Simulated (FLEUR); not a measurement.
The system is CaO.

```
CELL_PARAMETERS angstrom
0.00000 2.40356 2.40356
2.40356 0.00000 2.40356
2.40356 2.40356 0.00000
ATOMIC_POSITIONS crystal
Ca 0.00000 0.00000 0.00000
O 0.50000 0.50000 0.50000
```

The cell is a database's computed one.

Base run:

| Property | Result |
| --- | --- |
| Program | FLEUR MaX-R8.1 (later development tree) |
| Functional | r2SCAN |
| Potentials or basis | all-electron |
| Basis | FLAPW |
| Kmax | 4.12 1/bohr |
| k mesh | 10 × 10 × 10 |
| Occupations | fermi-dirac, width 0.05 eV |
| Spin | no spin polarisation |

Its results: band gap on the k mesh 4.18 eV, indirect (least direct gap 4.56 eV).

**Question.** The run is repeated on the same cell with these changes: functional from r2SCAN to LDA. What comes out?

**Answer.** Band gap on the k mesh 3.48 eV, indirect (least direct gap 3.86 eV).

r2SCAN gives the wider gap, since meta-GGAs in the generalised Kohn-Sham scheme recover part of the derivative discontinuity.

Caveats: the meta-GGA is that of a development version, with a GGA for the radial functions and cores and without core tails (some runs).

Not every run made on this cell is shown here.
